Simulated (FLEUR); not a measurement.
# Bi (C2/m) in FLEUR: notebook

The runs below take Bi through single point, with PBEsol.

All numbers are computed with FLEUR MaX-R8.1 (later development tree); they aren't measurements. Logs are shortened: lines on timing, memory, paths and dates and some standing lists are left out, and cuts for length are marked.

## 1. The structure

It takes space group C2/m (No. 12, monoclinic). Conventional cell: a = 6.977 Å, b = 6.265 Å, c = 3.359 Å, α = 90.00°, β = 112.04°, γ = 90.00°. Bi (site symmetry m) has 6 Bi at 3.21 to 3.45 Å as nearest neighbours.

This isn't the form of Bi at room conditions, which is rhombohedral.

## 2. Single point, PBEsol

inp.xml reads:

```xml
<?xml version="1.0" encoding="UTF-8" standalone="no"?>
<fleurInput fleurInputVersion="0.39">
   <comment>
      Bi                                                                                                  
   </comment>
   <calculationSetup>
      <cutoffs Kmax="4.1" Gmax="12.7" GmaxXC="12.7" numbands="0"/>
      <scfLoop itmax="60" minDistance="0.00001" maxIterBroyd="15" imix="Anderson" alpha="0.05" precondParam="0.0" spinf="2.0" sdNocoIR="T"/>
      <coreElectrons ctail="T" frcor="F" kcrel="0" coretail_lmax="0"/>
      <xcFunctional name="PBEs" relativisticCorrections="F"/>
      <magnetism jspins="1"/>
      <soc l_soc="F" theta="0.0" phi="0.0" spav="F"/>
      <expertModes spex="0" secvar="F"/>
      <geometryOptimization l_f="T" forcealpha="1.0" forcemix="BFGS" epsdisp="0.0005" epsforce="0.0002"/>
      <ldaU l_linMix="F" mixParam="0.05" spinf="1.0"/>
   </calculationSetup>
   <cell>
      <bzIntegration valenceElectrons="42.0" mode="hist" fermiSmearingEnergy="0.00183747">
         <kPointListSelection listName="default-1"/>
         <!-- k-points included here -->
         <xi:include xmlns:xi="http://www.w3.org/2001/XInclude" href="kpts.xml"> </xi:include>
      </bzIntegration>
      <!-- symmetry operations included here -->
      <xi:include xmlns:xi="http://www.w3.org/2001/XInclude" href="sym.xml"> </xi:include>
      <bulkLattice scale="1.0">
         <bravaisMatrix>
            <row-1>    6.5924947788273105    -5.9197144839472182     0.0000000000000000</row-1>
            <row-2>    6.5924947788273105     5.9197144839472182     0.0000000000000000</row-2>
            <row-3>   -2.3814990026352807     0.0000000000000000     5.8837567752483295</row-3>
         </bravaisMatrix>
      </bulkLattice>
   </cell>
   <atomSpecies>
      <species name="Bismuth (Bi)" element="Bi" atomicNumber="83">
         <mtSphere radius="2.66" gridPoints="879" logIncrement="0.015"/>
         <atomicCutoffs lmax="10" lnonsphr="10"/>
         <electronConfig flipSpins="F">
            <coreConfig>(1s1/2) (2s1/2) (2p1/2) (2p3/2) (3s1/2) (3p1/2) (3p3/2) (4s1/2) (3d3/2) (3d5/2) (4p1/2) (4p3/2) (5s1/2) (4d3/2) (4d5/2) (4f5/2) (4f7/2)</coreConfig>
            <valenceConfig>(5p1/2) (5p3/2) (6s1/2) (5d3/2) (5d5/2) (6p1/2) (6p3/2)</valenceConfig>
            <stateOccupation state="(6p1/2)" spinUp="0.500000" spinDown="0.500000"/>
            <stateOccupation state="(6p3/2)" spinUp="1.000000" spinDown="1.000000"/>
         </electronConfig>
         <energyParameters s="6" p="6" d="5" f="5"/>
         <lo type="SCLO" l="1" n="5" eDeriv="0"/>
         <lo type="SCLO" l="1" n="5" eDeriv="1"/>
         <lo type="SCLO" l="0" n="6" eDeriv="2"/>
         <lo type="SCLO" l="2" n="5" eDeriv="2"/>
         <lo type="SCLO" l="3" n="5" eDeriv="2"/>
      </species>
   </atomSpecies>
   <atomGroups>
      <atomGroup species="Bismuth (Bi)">
         <relPos label="                   1">-.2469390000 -.2469390000 -.1426180000</relPos>
         <relPos label="                   2">.2469390000 .2469390000 .1426180000</relPos>
         <force calculate="T" relaxXYZ="TTT"/>
      </atomGroup>
   </atomGroups>
   <output dos="F" band="F" slice="F">
      <checks vchk="F" cdinf="F"/>
      <bandDOS minEnergy="-.5*Htr" maxEnergy="0.5*Htr" sigma="0.015" storeEVData="T"/>
      <vacuumDOS vacdos="F" integ="F" star="F" nstars="0" locx1="0.0" locy1="0.0" locx2="0.0" locy2="0.0" nstm="0" tworkf="0.0"/>
      <unfoldingBand unfoldBand="F" supercellX="1" supercellY="1" supercellZ="1"/>
      <plotting iplot="0" polar="F">
         <plot TwoD="T" vec1="  1.0  0.0  0.0" vec2="  0.0  1.0  0.0" vec3="  0.0  0.0  1.0" zero="  0.0  0.0  0.0" file="plot"/>
      </plotting>
      <chargeDensitySlicing numkpt="0" minEigenval="0.0" maxEigenval="0.0" nnne="0" pallst="F"/>
      <specialOutput eonly="F"/>
      <moessbauerParams electricFieldGradient="T" isomerShift="T" coreHyperfine="T" valenceHyperfine="T"/>
      <magneticCircularDichroism mcd="F" energyLo="-10.0" energyUp="0.0"/>
   </output>
  <!-- We include the file relax.xml here to enable relaxations (see documentation) -->
  <xi:include xmlns:xi="http://www.w3.org/2001/XInclude" href="relax.xml"> <xi:fallback/> </xi:include>
</fleurInput>
```

crystal.txt reads:

```
Bi
&input cartesian=F /
3.4885980000  -3.1325780000  0.0000000000
3.4885980000  3.1325780000  0.0000000000
-1.2602350000  0.0000000000  3.1135500000
1.8897261246
1.0 1.0 1.0

2
83 0.7530610000  0.7530610000  0.8573820000
83 0.2469390000  0.2469390000  0.1426180000

&kpt div1=6 div2=6 div3=9 gamma=T /
```

Potentials or basis: all-electron, FLAPW.

On the command line:

```
inpgen -f crystal.txt -profile fastHighL
# inp.xml edited to the form shown
fleur_MPI
```

What it wrote:

```text
Welcome to FLEUR        (www.flapw.de)
      MaX-Release 8.1          (www.max-centre.eu)

 ========== k-point set info ==========
 Selected k-point list: default-1
 k-point list type: mesh
 6 x 6 x 9
 Number of k points: 97

 ------------Calculation Setup---------------------------
 Number of MPI-tasks      :            1
 Number of PE/node        :            1
 Number of OMP-threads    :            1
 Most efficient MPI parallelization for:
           1          97
 Additional eigenvalue parallelization possible
 Number of basis functions:          617
 Approximate size of matrices (H+S) per k-point:         0.006 GB
 --------------------------------------------------------
 Iteration:     1   Distance:      11.60230641 me/bohr^3
 Iteration:     2   Distance:      10.92851977 me/bohr^3
 Iteration:     3   Distance:       3.22795758 me/bohr^3
 Iteration:     4   Distance:       0.23551462 me/bohr^3
 Iteration:     5   Distance:       0.21999072 me/bohr^3
 Iteration:     6   Distance:       0.05517458 me/bohr^3
 Iteration:     7   Distance:       0.02156055 me/bohr^3
 Iteration:     8   Distance:       0.01224398 me/bohr^3
 Iteration:     9   Distance:       0.00127325 me/bohr^3
 Iteration:    10   Distance:       0.00024649 me/bohr^3
 Iteration:    11   Distance:       0.00019731 me/bohr^3
 Iteration:    12   Distance:       0.00005769 me/bohr^3
 Iteration:    13   Distance:       0.00000941 me/bohr^3
 Reset of history

 ********************************************************************
 Run finished successfully
 Stop message:
   Structural relaxation: new displacements generated
 ********************************************************************
```

out.xml (last iteration):

```text
<iteration numberForCurrentRun="   14" overallNumber="   14">
         <energyParameters units="Htr">
            <atomicEP atomType="1" spin="1" branch="6s" branchLowest="-5.37" branchHighest="0.40" value="-0.1421866917"/>
            <atomicEP atomType="1" spin="1" branch="6p" branchLowest="-3.09" branchHighest="1.24" value="0.1819780513"/>
            <atomicEP atomType="1" spin="1" branch="5d" branchLowest="-15.33" branchHighest="-0.52" value="-0.5292736054"/>
            <atomicEP atomType="1" spin="1" branch="5f" branchLowest="-5.18" branchHighest="1.74" value="0.5370274431"/>
            <loAtomicEP atomType="1" spin="1" branch="5p" branchLowest="-24.55" branchHighest="-3.09" value="-3.1634588643"/>
            <loAtomicEP atomType="1" spin="1" branch="5p" branchLowest="-24.55" branchHighest="-3.09" value="-3.1634588643"/>
            <loAtomicEP atomType="1" spin="1" branch="6s" branchLowest="-5.37" branchHighest="0.40" value="-0.1421866917"/>
            <loAtomicEP atomType="1" spin="1" branch="5d" branchLowest="-15.33" branchHighest="-0.52" value="-0.5660579033"/>
            <loAtomicEP atomType="1" spin="1" branch="5f" branchLowest="-5.18" branchHighest="1.74" value="0.5370111062"/>
         </energyParameters>
         <eigenvalues>
            <eigenvaluesAt spin="1" ikpt="1" k_x="0.00000000" k_y="0.00000000" k_z="0.00000000">
                      -3.0905037365       -3.0905001077       -3.0904971478       -3.0904194690       -3.0898504407
                      -3.0897694324       -0.5770803311       -0.5759275217       -0.5743074595       -0.5734322718
                      -0.5703588447       -0.5694558876       -0.5689207020       -0.5685105353       -0.5673928183
                      -0.5641485179       -0.2170977821       -0.0728005608        0.1517697312        0.1621095043
                       0.3651656030        0.3771416756        0.4016641599        0.4156009222        0.4216501303
                       0.5097668504        0.5678927855        0.5853278535        0.6070842070        0.6374144031
                       0.6513031729        0.6632507881        0.6830440509
            </eigenvaluesAt>
            <eigenvaluesAt spin="1" ikpt="2" k_x="0.00000000" k_y="0.00000000" k_z="0.11111111">
                      -3.0905076777       -3.0905046167       -3.0905032122       -3.0904192221       -3.0898486361
                      -3.0897707682       -0.5768752291       -0.5750995900       -0.5733338618       -0.5732804133
                      -0.5706191968       -0.5697467183       -0.5692596915       -0.5687915299       -0.5674635889
                      -0.5643004909       -0.2107650783       -0.0710122535        0.1559187977        0.1719048507
                       0.3360570120        0.3730598627        0.3733416942        0.3824875211        0.4022315190
                       0.5352431626        0.5711364858        0.5753847619        0.5989456388        0.6496228467
                       0.6787849440        0.7345728144        0.7482611047
[... 4 lines left out ...]
                      -0.5711015780       -0.5703447896       -0.5701179845       -0.5693104523       -0.5676610973
                      -0.5647242718       -0.1923113995       -0.0661879709        0.1679260919        0.1975250122
                       0.2441634632        0.3025024463        0.3573380474        0.3815558433        0.4088025794
                       0.5295231425        0.5329233130        0.5829882886        0.6166913426        0.7020105323
[... 43 lines left out ...]
            <totalCharge value="166.0000000064"/>
         </allElectronCharges>
         <moessbauerParams unitsHFF="kG" unitsIS="e/bohr^3" unitsEFG="Htr/bohr^2">
            <coreIsomerShift atomType="1" isTotal="3257193.14029">
               <shell n="1" l="0" isomerShift="2668904.31918"/>
               <shell n="2" l="0" isomerShift="415926.13088"/>
               <shell n="2" l="1" isomerShift="34096.28923"/>
               <shell n="3" l="0" isomerShift="96472.33624"/>
               <shell n="3" l="1" isomerShift="8886.27970"/>
               <shell n="4" l="0" isomerShift="25114.54373"/>
               <shell n="3" l="2" isomerShift="0.00372"/>
               <shell n="4" l="1" isomerShift="2288.51690"/>
               <shell n="5" l="0" isomerShift="5504.71966"/>
               <shell n="4" l="2" isomerShift="0.00105"/>
               <shell n="4" l="3" isomerShift="0.00000"/>
            </coreIsomerShift>
            <isomerShift atomType="1" nucleusRadius="0.0001402" averageDensity="3257871.79381"/>
            <electricFieldGradient atomType="1" VXX="0.52333" VYY="0.60853" VZZ="-1.13186" asymParam="0.07527">
            </electricFieldGradient>
         </moessbauerParams>
         <totalEnergy                                    value="   -43150.7978553958" units="Htr">
            <sumOfEigenvalues                            value="   -26738.4729358975">
               <coreElectrons value="-26690.5646754388"/>
               <valenceElectrons value="-47.9082604587"/>
            </sumOfEigenvalues>
            <densityCoulombPotentialIntegral value="-76168.6216952094"/>
            <densityEffectivePotentialIntegral value="-77203.8774282909"/>
            <chargeDenXCDenIntegral value="-785.8087980139"/>
            <FockExchangeEnergyValence value="0.0000000000"/>
            <FockExchangeEnergyCore value="0.0000000000"/>
            <atomTypeDependentContributions atomType="1">
               <electronNucleiInteractionDifferentMTs value="54659.3619731196"/>
               <MadelungTerm value="-86.7207290510"/>
            </atomTypeDependentContributions>
            <tkbTimesEntropy value="0.0002999449"/>
            <freeEnergy value="-43150.7981553407"/>
            <extrapolationTo0K value="-43150.7980053682"/>
         </totalEnergy>
         <totalForcesOnRepresentativeAtoms units="Htr/bohr">
            <forceTotal atomType="1" x="-2.916244" y="0.000000" z="-0.839130" F_x="0.00097023" F_y="0.00000000" F_z="0.00052084"/>
         </totalForcesOnRepresentativeAtoms>
      </iteration>
```

Run time: 4 min. Hardware: 1 thread of Arm Neoverse V2, shared host; peak memory 0.11 GiB.

Results:

```yaml
Free_energy: -1174193.0354 eV
Largest_force: 0.057 eV/Å
Band_gap_on_the_k_mesh: none (metal or under the smearing width)
Valence_electrons_inside_the_program's_atomic_spheres: Bi 18.80 (radii Bi 2.66 bohr)
```

Forces on the atoms (eV/Å):
```
Bi   0.050  0.000  0.027
Bi  -0.050  0.000 -0.027
```

Levels at points of the mesh, in eV from the Fermi level:
```
           k point  band 17  band 18  band 19  band 20  band 21  band 22  band 23  band 24  band 25  band 26
(0.00, 0.00, 0.00)   -13.10    -9.17    -3.06    -2.78     2.74     3.07     3.74     4.12     4.28     6.68
(0.00, 0.50, 0.00)   -11.66   -11.45    -1.14    -0.97    -0.73    -0.67     3.41     4.55     7.66     8.34
(0.50, 0.50, 0.00)   -11.26   -11.00    -4.93    -4.91     3.15     3.89     5.19     5.55     8.86     9.73
```

Core levels (eV from the Fermi level):
```csv
atom,levels
1 Bi,"1s1/2 -90489.4, 2s1/2 -16241.1, 2p1/2 -15603.1, 2p3/2 -13284.1, 3s1/2 -3916.8, 3p1/2 -3628.9, 3p3/2 -3109.7, 4s1/2 -895.6, 3d3/2 -2638.4, 3d5/2 -2528.3, 4p1/2 -770.5, 4p3/2 -642.5, 5s1/2 -153.2, 4d3/2 -439.2, 4d5/2 -415.3, 4f5/2 -151.4, 4f7/2 -145.9"
2 Bi,"1s1/2 -90489.4, 2s1/2 -16241.1, 2p1/2 -15603.1, 2p3/2 -13284.1, 3s1/2 -3916.8, 3p1/2 -3628.9, 3p3/2 -3109.7, 4s1/2 -895.6, 3d3/2 -2638.4, 3d5/2 -2528.3, 4p1/2 -770.5, 4p3/2 -642.5, 5s1/2 -153.2, 4d3/2 -439.2, 4d5/2 -415.3, 4f5/2 -151.4, 4f7/2 -145.9"
```

Caveat: spin-orbit coupling is left out, which moves the levels of the heavy elements.

## 3. Single point, PBEsol (atoms moved at random, drawn with an rms of 0.05 Å)

Edit inp.xml of step 2 so:

```diff
@@ -52,4 +52,4 @@
       <atomGroup species="Bismuth (Bi)">
-         <relPos label="                   1">-.2469390000 -.2469390000 -.1426180000</relPos>
-         <relPos label="                   2">.2469390000 .2469390000 .1426180000</relPos>
+         <relPos label="                   1">-.2484370000 -.2507455000 -.1478290000</relPos>
+         <relPos label="                   2">.2484370000 .2507455000 .1478290000</relPos>
          <force calculate="T" relaxXYZ="TTT"/>
```

Edit crystal.txt of step 2 so:

```diff
@@ -9,4 +9,4 @@
 2
-83 0.7530610000  0.7530610000  0.8573820000
-83 0.2469390000  0.2469390000  0.1426180000
+83 0.7502280000  0.7515860000  0.8490970000
+83 0.2471020000  0.2530770000  0.1447550000
```

Potentials or basis: all-electron, FLAPW.

On the command line:

```
inpgen -f crystal.txt -profile fastHighL
# inp.xml edited to the form shown
fleur_MPI
```

Wall time 8.4 min (1 thread of Arm Neoverse V2, shared host); peak memory 0.15 GiB.

It converged, with:

* Free energy: -1174193.0324 eV
* Largest force: 0.103 eV/Å
* Band gap on the k mesh: none (metal or under the smearing width)
* Valence electrons inside the program's atomic spheres: Bi 18.80 (radii Bi 2.66 bohr)

Forces on the atoms (eV/Å):
```
Bi   0.087  0.012  0.054
Bi  -0.087 -0.012 -0.054
```

Levels at points of the mesh, in eV from the Fermi level:
```
           k point  band 18  band 19  band 20  band 21  band 22  band 23  band 24  band 25
(0.00, 0.00, 0.00)    -9.18    -3.06    -2.78     2.76     3.07     3.70     4.06     4.33
(0.00, 0.50, 0.00)   -11.53    -1.10    -0.94    -0.77    -0.71     3.42     4.53     7.66
(0.50, 0.00, 0.00)   -11.48    -1.06    -0.97    -0.79    -0.70     3.43     4.51     7.68
(0.50, 0.50, 0.00)   -11.00    -4.93    -4.92     3.11     3.92     5.18     5.53     8.79
```

Core levels (eV from the Fermi level):
| atom | levels |
| --- | --- |
| 1 Bi | 1s1/2 -90489.4, 2s1/2 -16241.1, 2p1/2 -15603.1, 2p3/2 -13284.1, 3s1/2 -3916.8, 3p1/2 -3628.9, 3p3/2 -3109.7, 4s1/2 -895.7, 3d3/2 -2638.4, 3d5/2 -2528.3, 4p1/2 -770.6, 4p3/2 -642.5, 5s1/2 -153.2, 4d3/2 -439.2, 4d5/2 -415.3, 4f5/2 -151.4, 4f7/2 -145.9 |
| 2 Bi | 1s1/2 -90489.4, 2s1/2 -16241.1, 2p1/2 -15603.1, 2p3/2 -13284.1, 3s1/2 -3916.8, 3p1/2 -3628.9, 3p3/2 -3109.7, 4s1/2 -895.7, 3d3/2 -2638.4, 3d5/2 -2528.3, 4p1/2 -770.6, 4p3/2 -642.5, 5s1/2 -153.2, 4d3/2 -439.2, 4d5/2 -415.3, 4f5/2 -151.4, 4f7/2 -145.9 |

Caveat: spin-orbit coupling is left out, which moves the levels of the heavy elements.
